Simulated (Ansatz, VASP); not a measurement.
One calculation of C, two programs

```xyz
1
Lattice="-1.1609 1.1609 1.1609 1.1609 -1.1609 1.1609 1.1609 1.1609 -1.1609" Properties=species:S:1:pos:R:3 pbc="T T T"
C     0.0000    0.0000    0.0000
```

Alike in both runs: functional PBEsol; k mesh 8 × 8 × 8; occupations gaussian, width 0.1 eV; no spin polarisation.

Ansatz relaxed the structure, and its values are those at the end. VASP's run is a single point on that final structure, the one shown.

```csv
,VASP,Ansatz
version,VASP 6.6.1,Ansatz 0.2.0
potentials or method,"VASP PAW PBE potentials, release 64 (C)","scalar-relativistic, plane waves, PAW"
plane-wave cutoff (eV),520,420
valence electrons in the cell,4,4
```

|  | VASP | Ansatz | Ansatz less VASP |
| --- | --- | --- | --- |
| gap on the k mesh at the Fermi level (eV) | none | none | - |
| pressure (GPa) | 0.4 | 0.1 | -0.34 |

A gap of «none» marks a metal or a gap that the smearing closes.

Caveats: the k mesh is coarse (spacing up to 0.48 Å⁻¹), so the values aren't converged; the PAW data sets were made with another functional, which shifts forces and pressure a little (VASP).
